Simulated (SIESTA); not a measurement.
Input of a SIESTA 5.4.2 run:

File ZrSe2.fdf:

```
SystemName                      ZrSe2
SystemLabel                     ZrSe2
NumberOfSpecies                 2
NumberOfAtoms                   3
%block ChemicalSpeciesLabel
  1  40 Zr
  2  34 Se
%endblock ChemicalSpeciesLabel

LatticeConstant                 1.0 Ang
%block LatticeVectors
     3.7980000000     0.0000000000     0.0000000000
    -1.8990000000     3.2891644836     0.0000000000
     0.0000000000     0.0000000000     6.1920000000
%endblock LatticeVectors
AtomicCoordinatesFormat         Fractional
%block AtomicCoordinatesAndAtomicSpecies
     0.0000000000     0.0000000000     0.0000000000  1  Zr
     0.6666666667     0.3333333333     0.7500000000  2  Se
     0.3333333333     0.6666666667     0.2500000000  2  Se
%endblock AtomicCoordinatesAndAtomicSpecies

%block kgrid.MonkhorstPack
    6   0   0  0.0
    0   6   0  0.0
    0   0   4  0.0
%endblock kgrid.MonkhorstPack
XC.Functional                   GGA
XC.Authors                      PBE
PAO.BasisSize                   TZP
PAO.EnergyShift                 0.003 Ry
Mesh.Cutoff                     800 Ry
Spin                            spin-orbit
%block DM.InitSpin
    1   0.000     0.00     0.00
    2   0.000     0.00     0.00
    3   0.000     0.00     0.00
%endblock DM.InitSpin
WriteOrbMom                     true
OccupationFunction              FD
ElectronicTemperature           0.05 eV
MaxSCFIterations                120
SCF.MustConverge                false
SCF.Mixer.Method                Pulay
SCF.Mixer.Weight                0.25
SCF.Mixer.History               8
SCF.DM.Tolerance                5.0e-05
SCF.H.Tolerance                 1.0e-03 eV
WriteForces                     true
Charge.Mulliken                 end
BandLinesScale                  ReciprocalLatticeVectors
%block BandLines
    1    0.000000   0.000000   0.000000  \Gamma
   11    0.500000   0.000000   0.000000  M
    7    0.333333   0.333333   0.000000  K
   13    0.000000   0.000000   0.000000  \Gamma
    6    0.000000   0.000000   0.500000  A
   11    0.500000   0.000000   0.500000  L
    7    0.333333   0.333333   0.500000  H
   13    0.000000   0.000000   0.500000  A
    1    0.500000   0.000000   0.500000  L
    6    0.500000   0.000000   0.000000  M
    1    0.333333   0.333333   0.000000  K
    6    0.333333   0.333333   0.500000  H
%endblock BandLines
%block PAO.Basis
  Zr 5
  n=4 0 2
    3.497 0.000
  n=5 0 3
    9.041 0.000 0.000
  n=4 1 2
    4.057 0.000
  n=5 1 1
    9.041
  n=4 2 3
    7.356 0.000 0.000
  Se 4
  n=4 0 3
    5.139 0.000 0.000
  n=4 1 3
    6.735 0.000 0.000
  n=3 2 2
    2.662 0.000
  n=4 2 1
    6.735
%endblock PAO.Basis
```

Potentials or basis: PseudoDojo 0.4 standard (PBE files, fully relativistic), TZP (energy shift 0.003 Ry; two zetas on semicore shells).

Launch:

```console
$ siesta < ZrSe2.fdf > ZrSe2.out 2>&1
```

(1) Estimate the largest force.

(2) Predict the band gap along the path.

(3) Predict the band gap on the k mesh.

Answers

(1) 0.429 eV/Å.

(2) 0.19 eV, indirect (least direct gap 0.80 eV).

(3) 0.19 eV, indirect (least direct gap 0.80 eV).

Caveat: the basis of atomic orbitals isn't converged, which shifts pressures, moduli and gaps.

**The experiment to reproduce.**

From “Stress-Tuned Optical Transitions in Layered 1T-MX2 (M= Hf, Zr, Sn; X= S, Se) Crystals”, 2022, arxiv:2210.12074, for a bulk crystal of ZrSe2: band gap 1.2 eV (indirect).

A measured gap of ZrSe2 is 1.2 eV (indirect; quoted in “Stress-Tuned Optical Transitions in Layered 1T-MX2 (M= Hf, Zr, Sn; X= S, Se) Crystals”, 2022, arxiv:2210.12074); the calculated 0.19 eV misses it by -1.01 eV. So large a miss can be the level of theory's own, or it may mean another phase, state or a wrong row. The value is that of PBE in an atomic basis (PseudoDojo 0.4 standard (PBE files, fully relativistic), TZP (energy shift 0.003 Ry; two zetas on semicore shells)), whose error adds to the functional's,, without temperature or zero-point motion. Semilocal functionals fall short of measured gaps as a rule.
